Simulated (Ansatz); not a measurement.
## Na: what symmetry allows forces and stress to be

```xyz
2
Lattice="4.1188 0.0000 0.0000 -2.0594 3.4138 -0.1336 0.0000 -0.2521 6.0304" Properties=species:S:1:pos:R:3 pbc="T T T"
Na    0.0000    2.2081    1.5655
Na    2.0594    0.9537    4.3314
```

Theory: Ansatz, DFT PBE, scalar-relativistic, plane waves, PAW.

Plane waves to 420 eV, a k mesh through Γ of 12×12×6 on the computed 2-atom cell and Gaussian smearing (0.10 eV); no spin polarisation.

This distorted cell has space group C2/m, with 4 operations.

Without a calculation: in which directions can each atom feel a force?

A force must be left unchanged by every operation that keeps its atom in place, so it lies in the space that those operations leave fixed. Atoms that the group maps onto each other feel forces of one size.
| atom | site symmetry | operations at the site | equivalent to atom | allowed force (Cartesian) |
| --- | --- | --- | --- | --- |
| Na1 | m | 2 | 1 | in the plane normal to (1.00, 0.00, 0.00) |
| Na2 | m | 2 | 1 | in the plane normal to (1.00, 0.00, 0.00) |

That leaves 2 independent force components of 6. A relaxation in this cell that keeps the symmetry moves the atoms in these directions alone.

And the stress tensor?

It must be invariant under the point group, which leaves 4 independent components: xz, xy vanish.

Do the computed values obey this?

Yes. Forces (eV/Å):
```
Na1  0.000 -0.051 -0.190
Na2  0.000  0.051  0.190
```

Stress (GPa, compression positive, xx yy zz yz xz xy): -1.10 -0.69 -0.12 0.30 0.00 0.00. The program imposes the same operations on density, forces and stress, so this confirms the analysis and is no independent test of the calculation.

This form isn't the element's structure at ambient conditions.